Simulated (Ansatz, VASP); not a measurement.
# Two plane-wave programs on Be

File INCAR:

```
SYSTEM = Be
  PREC = Accurate
  ENCUT = 520
  EDIFF = 1E-7
  ISMEAR = 0
  SIGMA = 0.15
  LREAL = .False.
  LASPH = .True.
  NELM = 100
  ALGO = Normal
  ISIF = 2
  LWAVE = .False.
  LCHARG = .False.
  GGA = PE
  NBANDS = 9
```

KPOINTS

```
Automatic mesh
0
Gamma
  24 24 14
  0 0 0
```

POSCAR

```
Be
1.0
    2.2995019849      0.0000000000      0.0000000000
   -1.1497509925      1.9914271350      0.0000000000
    0.0000000000      0.0000000000      3.5108775000
Be
2
Direct
    0.3333333333      0.6666666667      0.2500000000
    0.6666666667      0.3333333333      0.7500000000
```

Input for Ansatz:

```yaml
crystal:
  lattice:
    - [2.2995019849, 0.0, 0.0]
    - [-1.1497509925, 1.991427135, 0.0]
    - [0.0, 0.0, 3.5108775]
  atoms:
    - { symbol: Be, position: [0.3333333333, 0.6666666667, 0.25] }
    - { symbol: Be, position: [0.6666666667, 0.3333333333, 0.75] }
basis:
  ecutwfc: 420
kpoints:
  mp_grid: { grid: [24, 24, 14] }
hamiltonian:
  xc: pbe
scf:
  occupations: { method: gaussian, width: 0.15 }
output:
  forces: true
  stress: true
  eigenvalues: true
```

Change from the starting cell: strain +0.000 along x and y, -0.025 along z, atoms carried along.

Alike in both runs: task single point; functional PBE; k mesh 24 × 24 × 14; occupations gaussian, width 0.15 eV; no spin polarisation.

```csv
,VASP,Ansatz
version,VASP 6.6.1,Ansatz 0.2.0
potentials or method,"VASP PAW PBE potentials, release 64 (Be)","scalar-relativistic, plane waves, PAW"
plane-wave cutoff (eV),520,420
valence electrons in the cell,4,4
```

Ansatz gave:

| Quantity | Value |
| --- | --- |
| gap on the k mesh at the Fermi level (eV) | none |
| pressure (GPa) | -1.5 |
| largest component of the traceless stress (GPa) | 6.22 |

Question: Which values does VASP return?

Answer: gap on the k mesh at the Fermi level (eV): none; pressure (GPa): -1.3; largest component of the traceless stress (GPa): 6.26.

A gap of «none» marks a metal or a gap that the smearing closes. The functional is the same, so the differences come from potentials, cutoffs and numerics.
